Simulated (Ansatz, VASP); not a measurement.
HgSe: VASP beside Ansatz

```
CELL_PARAMETERS angstrom
0.00000 3.09860 3.09860
3.09860 0.00000 3.09860
3.09860 3.09860 0.00000
ATOMIC_POSITIONS crystal
Hg 0.00000 0.00000 0.00000
Se 0.75000 0.75000 0.75000
```

Change from the starting cell: volume scaled by 1.06.

Alike in both runs: task single point; functional PBE; k mesh 8 × 8 × 8; occupations fermi-dirac, width 0.05 eV; no spin polarisation.

```csv
,VASP,Ansatz
version,VASP 6.6.1,Ansatz 0.2.0
potentials or method,"VASP PAW PBE potentials, release 64 (Hg, Se)",Ansatz PAW
plane-wave cutoff (eV),520,420
valence electrons in the cell,18,36
```

|  | VASP | Ansatz | Ansatz less VASP |
| --- | --- | --- | --- |
| gap on the k mesh at the Fermi level (eV) | none | none | - |
| pressure (GPa) | 1.6 | 1.4 | -0.22 |

A gap of «none» marks a metal or a gap that the smearing closes. The two sets of potentials don't hold the same shells in valence.

The runs have no spin-orbit coupling, so splittings on Hg are missing.
